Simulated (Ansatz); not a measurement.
# CaSe (Fm-3m): thermal expansion from first principles

How much does CaSe expand with temperature?

Measurements to reproduce:
- heat capacity C_P per formula unit 48.1 J/mol/K near room temperature (given in “High-Throughput Prediction of Finite-Temperature Properties using the Quasi-Harmonic Approximation”, 2016, arXiv:1603.06924)

Main program and level: Ansatz 0.2.0; DFT LDA, scalar-relativistic, plane waves, PAW.

The database entry behind the starting cell differs from later determinations by our own check (0.1 to 0.3 % short, probably kX units), so it need not match the best structure at ambient conditions.

## 1. The structure

The structure is cubic, space group Fm-3m (No. 225). Conventional cell: a = 5.912 Å, b = 5.912 Å, c = 5.912 Å, α = 90.00°, β = 90.00°, γ = 90.00°. Nearest to Ca lie 6 Se at 2.96 Å. Se has 6 Ca at 2.96 Å nearest. Farther neighbours and most contacts between anions are not listed.

## 2. Probe on a coarse mesh

A cheap single point shows whether the cell is a metal or an insulator and how far it is from rest; that sets the k-mesh and the occupations of what follows.

File input.yaml:

```yaml
crystal:
  lattice:
    - [0.0, 2.956, 2.956]
    - [2.956, 0.0, 2.956]
    - [2.956, 2.956, 0.0]
  atoms:
    - { symbol: Ca, position: [0.0, 0.0, 0.0] }
    - { symbol: Se, position: [0.5, 0.5, 0.5] }
kpoints:
  mp_grid: { grid: [6, 6, 6] }
hamiltonian:
  xc: lda
scf:
  occupations: { method: gaussian, width: 0.1 }
output:
  forces: true
  stress: true
  eigenvalues: true
```

Started as:

```
ansatz run input.yaml --threads 4 --pin off --max-ram 8192MiB --backend cpu --events-out ev --progress --plain --runs-dir out
```

Numbers of over 12 decimals in the logs are rounded to 6 here.

Output:

```text
Engine: ansatz 0.2.0, aarch64-unknown-linux-gnu
Pseudopotentials: kind: paw
Pseudopotential: Ca, paw, valence charge 10, recommended cutoff 420 eV (normal), Ca.paw.azcp
Pseudopotential: Se, paw, valence charge 16, recommended cutoff 420 eV (normal), Se.paw.azcp
Functional definition: SPW92
  exchange = slater_x
  correlation = pw_c
Crystal: 2 atoms, lattice volume = 51.659 Å³
Basis set: ecut = 420 eV, 965 PW (Γ)
Bands: 17, of which v1, the nominal top of the filled ones, is band 13 counted from 1 (12 counted from 0)
Symmetry: 48 space group operations
Space group: Fm-3m (ITA 225), of the structure as read, at distance tolerance 3.7e-5 Å
k-points: 16 of 216
Non-local potential: Ca, projectors of the file, l = 0: 3, l = 1: 2, l = 2: 2
Non-local potential: Se, projectors of the file, l = 0: 2, l = 1: 2, l = 2: 3, l = 3: 1
PAW form: soft (Blöchl's): semilocal exchange-correlation on the pseudo side does not see the compensation charge
PAW frozen core: Ca, regenerated for the run's functional, and the local potential with it (the file was generated under x = pbe(κ = 0.804, μ = 0.219515), c = pbe(β = 0.066725))
PAW frozen core: Se, regenerated for the run's functional, and the local potential with it (the file was generated under x = pbe(κ = 0.804, μ = 0.219515), c = pbe(β = 0.066725))
PAW one-centre angular grid: Ca, 110 points (default); XC on 64 Gauss nodes
PAW one-centre angular grid: Se, 590 points (default); XC on 64 Gauss nodes
Initial density: superposition of atomic densities (neutral atoms: chi_scale 0, normalization atom), corrected by the library's trained network
Initial wavefunctions: pseudopotential atomic-orbital guess
Functional: x = slater, c = lda
SCF iter   1: F=—  HF=-7160.060365 eV  |F-HF|=—  |Δ(HF+E_count)|=         —  Δρ=4.73e-3  dr2=6.12e-3  ethr=1.77e-3  ⟨swp⟩=6.4  Hψ=1504  notcnv=0
preconditioner: auto → none  [insulator: Δε(μ)=1.859 eV  Ē_g=8.808 eV  σ=0.100 eV  W_gap=1.00  n_scr=14 (ndim 8)  ℏωp=14.6 eV  f_vac=0.000  D(μ)=0.00/eV (n_scr^D=0)  ε∞_Penn≈3.8]
SCF iter   2: F=—  HF=-7160.059052 eV  |F-HF|=—  |Δ(HF+E_count)|=   1.31e-3  Δρ=2.25e-3  dr2=1.21e-3  ethr=2.35e-5  ⟨swp⟩=2.2  Hψ=525  notcnv=0
SCF iter   3: F=—  HF=-7160.058947 eV  |F-HF|=—  |Δ(HF+E_count)|=   1.05e-4  Δρ=4.55e-4  dr2=9.40e-5  ethr=4.66e-6  ⟨swp⟩=1.9  Hψ=312  notcnv=0
SCF iter   4: F=—  HF=-7160.058917 eV  |F-HF|=—  |Δ(HF+E_count)|=   3.05e-5  Δρ=1.10e-4  dr2=9.56e-6  ethr=3.61e-7  ⟨swp⟩=2.0  Hψ=384  notcnv=0
iter 5 did not close the SCF: its close was put off for the readings that it lacked (scf_convergence_deferred on its scf_iter line)
SCF iter   5: F=-7160.058913 eV  HF=-7160.058913 eV  |F-HF|=7.81e-8  |Δ(HF+E_count)|=   3.60e-6  Δρ=1.51e-5  dr2=8.15e-8  ethr=3.68e-8  ⟨swp⟩=2.0  Hψ=480  notcnv=0
SCF iter   6: F=-7160.058913 eV  HF=-7160.058913 eV  |F-HF|=1.74e-9  |Δ(HF+E_count)|=   3.13e-8  Δρ=4.93e-6  dr2=5.67e-9  ethr=3.13e-10  ⟨swp⟩=2.0  Hψ=1024  notcnv=0
SCF 1 converged in 6 iterations: F = -7160.058913 eV  dr2 = 5.67e-9
  greatest PAW one-centre occupation: 1.000 electrons in one spin orbital (limit 2), on the Se atom at site 1 (counted from 0), in its partial waves of l = 2
SCF converged after 6 iterations
Free energy (F): -7160.058913 eV
Harris-Foulkes:  -7160.058913 eV  (|F-HF|=1.74e-9)
Internal energy: -7160.058913 eV  (E = F + TS)
E sigma→0 (E₀):  -7160.058913 eV
Fermi energy:    7.765894 eV
--- Per-component energies (eV) ---
  E_band       = -518.343011
  E_kinetic    = 398.241552
  E_local      = -3212.848235  (includes V_loc(G=0)·N_el)
  E_nonlocal   = -523.252837
  E_hartree    = 1470.634146
  E_xc         = -240.284017
  E_vxc        = -270.432133  (∫ρ·V_xc dr)
  E_paw        = -2642.615095  (= ΣΔE_a)
  E_vpaw       = 148.678294  (= ΣTr[D̂ρ^β])
  E_aug_tail   = -0.000603  (compensation charges beyond the density's cutoff)
  E_ewald      = -2412.434353
  E_core_change = 2.500528  (= ΣΔE_core)
  E_smearing   = -0.000000  (= −TS)
  E_closure    = -0.000000  (closes the sum)
  Σ components = -7160.058913   (vs F -7160.058913, Δ=0.00e0)
--- Forces (eV/Å), atoms counted from 1 ---
  atom   1  Ca    -0.00000000     0.00000000     0.00000000
  atom   2  Se     0.00000000    -0.00000000     0.00000000
  max |Σ_I F_I| component: 1.61e-29 eV/Å
--- Stress (GPa, compression-positive) ---
       -3.111906       0.000000       0.000000
        0.000000      -3.111906      -0.000000
        0.000000       0.000000      -3.111906
  P = ⅓ Tr σ = -3.1119 GPa (-31.119 kbar)
--- Band table (eV; the first three rows and the last of 16) ---
  k-point 0: bands = [... 9 lower, -5.0445, 6.8285, 6.8285, 6.8285, 9.9224, 10.3836, 10.3836, 10.3836]
  k-point 1: bands = [... 9 lower, -4.8834, 5.6024, 6.4279, 6.4279, 10.2861, 10.7422, 10.7422, 11.4574]
  k-point 2: bands = [... 9 lower, -4.5351, 4.0906, 5.8405, 5.8405, 10.6135, 11.5642, 11.5642, 12.7708]
  k-point 15: bands = [... 9 lower, -4.4013, 4.5196, 5.2261, 5.2880, 10.0089, 11.8676, 12.0332, 12.5109]
```

Elapsed: 0.92 s, on 4 threads of Arm Neoverse V1, shared host; peak memory 0.29 GiB.

In the SCF lines HF is the Harris–Foulkes energy and dr2 the Hartree energy of the density residual, in eV; the loop may stop once dr2 is under the threshold and the program's other checks hold. Hψ counts applications of the Hamiltonian.

This step gave:

| Property | Result |
| --- | --- |
| pressure | -3.112 GPa |
| gap on the k-mesh | 1.875 eV |
| volume per atom | 25.83 Å³ |

The start is under -3.1 GPa at this level and looks like an insulator or semiconductor on this mesh.

## 3. Finding the static equilibrium

The vibrations must be taken about the equilibrium of this functional, not about the starting cell, so the structure is relaxed.

input.yaml, the sections that differ from step 2:

```yaml
kpoints:
  mp_grid: { grid: [8, 8, 8] }
scf:
  occupations: { method: gaussian, width: 0.02 }
output:
  forces: true
  stress: true
  eigenvalues: true
  write_density: true
  write_potential: true
  elf: true
  volumetric_format: npy
relax:
  adjacent_minimum: "off"
  f_tol: 0.005
  max_steps: 80
  cell: { stress_tol: 0.05 }
# crystal, hamiltonian: as in step 2
```

Output:

```text
[...]
Crystal: 2 atoms, lattice volume = 51.659 Å³
Basis set: ecut = 420 eV, 965 PW (Γ)
Bands: 17, of which v1, the nominal top of the filled ones, is band 13 counted from 1 (12 counted from 0)
Symmetry: 48 space group operations
[...]
k-points: 29 of 512
[...]
SCF iter   1: F=—  HF=-7160.061413 eV  |F-HF|=—  |Δ(HF+E_count)|=         —  Δρ=4.73e-3  dr2=6.13e-3  ethr=1.77e-3  ⟨swp⟩=7.2  Hψ=2934  notcnv=0
[...]
SCF iter   6: F=-7160.059937 eV  HF=-7160.059937 eV  |F-HF|=2.61e-9  |Δ(HF+E_count)|=   2.13e-8  Δρ=5.30e-6  dr2=6.88e-9  ethr=2.83e-10  ⟨swp⟩=5.1  Hψ=2808  notcnv=0
SCF 1 converged in 6 iterations: F = -7160.059937 eV  dr2 = 6.88e-9
[...]
relax step   1: F+E_penalty+E_count = -7160.05993675 eV  Δ(F+E_penalty+E_count) = +0.000e0 eV  max|allowed force component| = 5.423e-31 eV/Å  Δτ_max = 0.0000 Å  P = -3.122 GPa  Ω = 51.659 Å³  (6 SCF iters, dr2 threshold 1.00e-7 eV, accepted)
Crystal: 2 atoms, lattice volume = 47.372 Å³
Basis set: ecut = 420 eV, 941 PW (Γ)
[...]
iter 1 solved again at ethr=7.56e-5 eV; its pass at ethr=3.10e-3 eV (dr2=1.96e-2 eV) is discarded
[...]
SCF iter   6: F=-7160.086881 eV  HF=-7160.086881 eV  |F-HF|=4.43e-10  |Δ(HF+E_count)|=   4.55e-8  Δρ=1.54e-6  dr2=1.04e-9  ethr=4.21e-10  ⟨swp⟩=4.7  Hψ=2659  notcnv=0
SCF 2 converged in 6 iterations: F = -7160.086881 eV  dr2 = 1.04e-9
relax step   2: F+E_penalty+E_count = -7160.08688073 eV  Δ(F+E_penalty+E_count) = -2.694e-2 eV  max|allowed force component| = 6.409e-31 eV/Å  Δτ_max = 0.0000 Å  P = +1.487 GPa  Ω = 47.372 Å³  energy of the carried Pulay correction = +4.102e-4 eV  (6 SCF iters, dr2 threshold 2.00e-7 eV, accepted)
Crystal: 2 atoms, lattice volume = 48.675 Å³
[...]
SCF iter   5: F=-7160.092071 eV  HF=-7160.092071 eV  |F-HF|=4.13e-9  |Δ(HF+E_count)|=   5.11e-7  Δρ=8.63e-6  dr2=1.38e-8  ethr=7.69e-10  ⟨swp⟩=9.1  Hψ=4228  notcnv=0
SCF 3 converged in 5 iterations: F = -7160.092071 eV  dr2 = 1.38e-8
relax step   3: F+E_penalty+E_count = -7160.09207059 eV  Δ(F+E_penalty+E_count) = -5.190e-3 eV  max|allowed force component| = 3.739e-31 eV/Å  Δτ_max = 0.0000 Å  P = -0.142 GPa  Ω = 48.675 Å³  energy of the carried Pulay correction = +2.818e-4 eV  (5 SCF iters, dr2 threshold 2.00e-7 eV, accepted)
[...]
relax step   4: F+E_penalty+E_count = -7160.09213522 eV  Δ(F+E_penalty+E_count) = -6.463e-5 eV  max|allowed force component| = 5.654e-30 eV/Å  Δτ_max = 0.0000 Å  P = -0.005 GPa  Ω = 48.559 Å³  energy of the carried Pulay correction = +2.931e-4 eV  (4 SCF iters, dr2 threshold 5.01e-8 eV, accepted)
[...]
SCF iter   1: F=—  HF=-7160.091857 eV  |F-HF|=—  |Δ(HF+E_count)|=         —  Δρ=4.14e-5  dr2=1.21e-7  ethr=3.85e-7  ⟨swp⟩=2.3  Hψ=3959  notcnv=0
eigensolver tolerance schedule: the retry pair's looser diagonalisation over-reported the residual by 829.79 of it (diagonalisation noise at 0.11 of the residual, at the tolerance the schedule requests for it); recorded, not acted on — ethr = c·dr2/N_el stays at c = 1.0e-1
[...]
SCF iter   2: F=—  HF=-7160.091854 eV  |F-HF|=—  |Δ(HF+E_count)|=   2.31e-6  Δρ=2.19e-5  dr2=4.88e-8  ethr=4.64e-10  ⟨swp⟩=2.0  Hψ=871  notcnv=0
[...]
SCF iter   5: F=-7160.091855 eV  HF=-7160.091855 eV  |F-HF|=9.09e-13  |Δ(HF+E_count)|=  4.82e-11  Δρ=1.96e-7  dr2=5.54e-12  ethr=1.00e-12  ⟨swp⟩=4.0  Hψ=2352  notcnv=0
SCF 5 converged in 5 iterations: F = -7160.091855 eV  dr2 = 5.54e-12
relax step   5: F+E_penalty+E_count = -7160.09185451 eV  Δ(F+E_penalty+E_count) = +2.807e-4 eV  max|allowed force component| = 3.155e-30 eV/Å  Δτ_max = 0.0000 Å  P = -0.007 GPa  Ω = 48.559 Å³  stress off target by 6.78e-3 GPa  SCF on the basis re-selected at this cell (its energy is not comparable with the rows above)  (5 SCF iters)
basis re-selected at this cell: Δ(F+E_penalty+E_count) = +2.807e-4 eV, ΔP = -0.001 GPa vs the last step (what re-selecting the basis moved, of the pressure what is left beyond the Pulay correction that the steps carried, after the strain that the cell walked since its last selection, with what the two solves' SCF thresholds leave and, on support functions, any second-order correction that the steps lacked; it is no m [...]
SCF converged after 5 iterations
Free energy (F): -7160.091855 eV
[...]
Internal energy: -7160.091855 eV  (E = F + TS)
E sigma→0 (E₀):  -7160.091855 eV
Fermi energy:    8.424694 eV
[...]
--- Stress (GPa, compression-positive) ---
       -0.006782      -0.000000      -0.000000
       -0.000000      -0.006782      -0.000000
       -0.000000      -0.000000      -0.006782
  P = ⅓ Tr σ = -0.0068 GPa (-0.068 kbar)
--- Band table (eV; the first three rows and the last of 29) ---
  k-point 0: bands = [... 9 lower, -4.5289, 7.5670, 7.5670, 7.5670, 11.0083, 11.0904, 11.0904, 11.0904]
  k-point 1: bands = [... 9 lower, -4.4191, 6.7222, 7.2846, 7.2846, 11.0628, 11.3229, 11.3229, 11.9909]
  k-point 2: bands = [... 9 lower, -4.1400, 5.3779, 6.7584, 6.7584, 11.1725, 11.8860, 11.8860, 13.3284]
  k-point 28: bands = [... 9 lower, -3.7646, 5.4153, 5.4153, 5.7160, 11.8761, 11.8761, 12.8477, 13.4152]
--- Relaxed structure (4 steps of the walk, 4 accepted, 1 SCFs on fresh bases) ---
  F+E_penalty+E_count = -7160.09185451 eV   max|allowed force component| = 3.155e-30 eV/Å   (the final SCF, on the basis selected at the relaxed cell)
  cell:  # Å, volume = 48.5588 Å³
    - [0, 2.895649, 2.895649]
    - [2.895649, 0, 2.895649]
    - [2.895649, 2.895649, 0]
  atoms:
    - { symbol: Ca, position: [0, 0, 0] }
    - { symbol: Se, position: [0.500000, 0.500000, 0.500000] }
```

It took 2.5 s on 4 threads; peak memory 0.34 GiB.

The steps of the relaxation:

```csv
step,energy less that of the first step (eV),largest force component (eV/Å),pressure (GPa),volume (Å³)
1,0.0000,0.0000,-3.12,51.66
2,-0.0269,0.0000,1.49,47.37
3,-0.0321,0.0000,-0.14,48.67
4,-0.0322,0.0000,-0.01,48.56
5*,-0.0319,0.0000,-0.01,48.56
```

Relaxation steps marked * repeat the geometry before them on a plane-wave basis chosen anew for their cell, so energy and pressure can jump there.

The run keeps the 48 symmetry operations that it works with, so distortions that break them were not tested.

```csv
"conventional cell, symmetrised",before,after,change
a (Å),5.912,5.791,-2.0 %
b (Å),5.912,5.791,-2.0 %
c (Å),5.912,5.791,-2.0 %
volume (Å³/atom),25.83,24.28,-6.0 %
```

Final coordinates:

```xyz
2
Lattice="0.0000 2.8956 2.8956 2.8956 0.0000 2.8956 2.8956 2.8956 0.0000" Properties=species:S:1:pos:R:3 pbc="T T T"
Ca    0.0000    0.0000    0.0000
Se    2.8956    2.8956    2.8956
```

This step gave:

```yaml
pressure: -0.006782 GPa
gap_on_the_k_mesh: 1.715 eV
volume_per_atom: 24.28 Å³
```

Valence density in the ac plane of the conventional cell at fractional y = 0.000, with atoms of Ca and Se within 0.2 Å of it. It is the smooth field of the valence electrons, not physical close to the nuclei.

Ten steps, logarithmic in the rise over the least value, from '_' (0 e/Å³) to '@' (32 e/Å³), each cell a mean:
```
**++::____::==%%@@**::..__..==**
==--..____..::==++--..______::==
....________..::::....________..
________________..______________
....__________________________..
--::..______..::--::______....::
##==::..__..--++++==::____..--**
@@##--..__..==****++--__..::++@@
@@**::..__..==****++::____::==%%
++--..______::====--..____..::==
::....________......________..::
..______________________________
______________......____________
--::______....::--::..______..::
++==::____..--**##==::..__..--++
**++--__..::++@@@@##--..__..==**
```
Columns run along a (5.8 Å), rows up along c (5.8 Å), edges of the conventional cell, whose origin can differ from the input's. Atoms in or near the plane, at fractional coordinates: Ca at (0.00, 0.00), Ca at (0.50, 0.50), Se at (0.50, 0.00), Se at (0.00, 0.50).

ELF in the ac plane of the conventional cell at fractional y = 0.000, with atoms of Ca and Se within 0.2 Å of it. It is the smooth field of the valence electrons, not physical close to the nuclei.

Values, 16 rows by 16 columns, each cell a mean:
```
0.82 0.84 0.57 0.15 0.52 0.79 0.73 0.43 0.33 0.62 0.79 0.71 0.24 0.34 0.78 0.83
0.81 0.70 0.31 0.10 0.48 0.76 0.79 0.73 0.71 0.78 0.79 0.66 0.20 0.16 0.55 0.78
0.37 0.23 0.07 0.07 0.34 0.64 0.76 0.79 0.79 0.78 0.72 0.50 0.14 0.06 0.16 0.34
0.24 0.22 0.18 0.12 0.16 0.34 0.48 0.52 0.53 0.51 0.41 0.22 0.11 0.14 0.20 0.24
0.71 0.69 0.59 0.35 0.12 0.07 0.10 0.15 0.17 0.13 0.08 0.08 0.22 0.50 0.66 0.71
0.79 0.79 0.76 0.59 0.18 0.07 0.31 0.57 0.62 0.45 0.16 0.08 0.41 0.72 0.79 0.79
0.55 0.71 0.79 0.69 0.22 0.23 0.70 0.84 0.84 0.79 0.45 0.13 0.51 0.78 0.78 0.62
0.20 0.55 0.79 0.71 0.24 0.37 0.81 0.82 0.79 0.84 0.62 0.17 0.53 0.79 0.71 0.33
0.33 0.62 0.79 0.71 0.24 0.34 0.78 0.83 0.82 0.84 0.57 0.15 0.52 0.79 0.73 0.43
0.71 0.78 0.79 0.66 0.20 0.16 0.55 0.78 0.81 0.70 0.31 0.10 0.48 0.76 0.79 0.73
0.79 0.78 0.72 0.50 0.14 0.06 0.16 0.34 0.37 0.23 0.07 0.07 0.34 0.64 0.76 0.79
0.53 0.51 0.41 0.22 0.11 0.14 0.20 0.24 0.24 0.22 0.18 0.12 0.16 0.34 0.48 0.52
0.17 0.13 0.08 0.08 0.22 0.50 0.66 0.71 0.71 0.69 0.59 0.35 0.12 0.07 0.10 0.15
0.62 0.45 0.16 0.08 0.41 0.72 0.79 0.79 0.79 0.79 0.76 0.59 0.18 0.07 0.31 0.57
0.84 0.79 0.45 0.13 0.51 0.78 0.78 0.62 0.55 0.71 0.79 0.69 0.22 0.23 0.70 0.84
0.79 0.84 0.62 0.17 0.53 0.79 0.71 0.33 0.20 0.55 0.79 0.71 0.24 0.37 0.81 0.82
```
Columns run along a (5.8 Å), rows up along c (5.8 Å), edges of the conventional cell, whose origin can differ from the input's. Atoms in or near the plane, at fractional coordinates: Ca at (0.00, 0.00), Ca at (0.50, 0.50), Se at (0.50, 0.00), Se at (0.00, 0.50).

Electrostatic potential energy in the ac plane of the conventional cell at fractional y = 0.000, with atoms of Ca and Se within 0.2 Å of it. With pseudopotentials it is smooth inside the atoms' cores, unlike the true potential.

Values in eV, 16 rows by 16 columns, each cell a mean:
```
-54 -38 -10   5   8   0 -10  -2   1  -7  -7   6   7  -1 -24 -51
-29 -16  -1   7   9   6  -6 -10  -9  -9   1   9   9   4  -8 -24
 -2   2   6   9  11  10   6   0  -1   3   9  11  10   8   4  -1
  7   8  10  11  11  11   9   8   8   9  10  11  11  10   9   7
  6   8  10  11  11   9   7   5   4   6   8  10  11  11   9   6
 -8  -3   6  10  10   6  -1 -10 -12  -5   4   8  10   9   1  -7
 -5 -10  -3   8   8   2 -16 -38 -43 -26  -5   6   9   3  -9  -7
  3  -5  -8   6   7  -2 -29 -54 -56 -43 -12   4   8  -1  -9   1
  1  -7  -7   6   7  -1 -24 -51 -54 -38 -10   5   8   0 -10  -2
 -9  -9   1   9   9   4  -8 -24 -29 -16  -1   7   9   6  -6 -10
 -1   3   9  11  10   8   4  -1  -2   2   6   9  11  10   6   0
  8   9  10  11  11  10   9   7   7   8  10  11  11  11   9   8
  4   6   8  10  11  11   9   6   6   8  10  11  11   9   7   5
-12  -5   4   8  10   9   1  -7  -8  -3   6  10  10   6  -1 -10
-43 -26  -5   6   9   3  -9  -7  -5 -10  -3   8   8   2 -16 -38
-56 -43 -12   4   8  -1  -9   1   3  -5  -8   6   7  -2 -29 -54
```
Columns run along a (5.8 Å; values clipped at the 3rd and 97th percentile), rows up along c (5.8 Å), edges of the conventional cell, whose origin can differ from the input's. Atoms in or near the plane, at fractional coordinates: Ca at (0.00, 0.00), Ca at (0.50, 0.50), Se at (0.50, 0.00), Se at (0.00, 0.50).

The relaxation ends with a pressure of -0.01 GPa.

[end of part 1 of 3]

[Logs are printed without paths, hosts, clocks, repeated set-up lines and the standing remarks that a program may print on its own settings, such as how far it seeks lower states.]

[Hosts, paths, dates, database ids (printed as entryN), source tags and the programs' standing remarks are cut or masked in the printed files.]

[A step with changed settings may run another functional than the one named; its input shows which.]
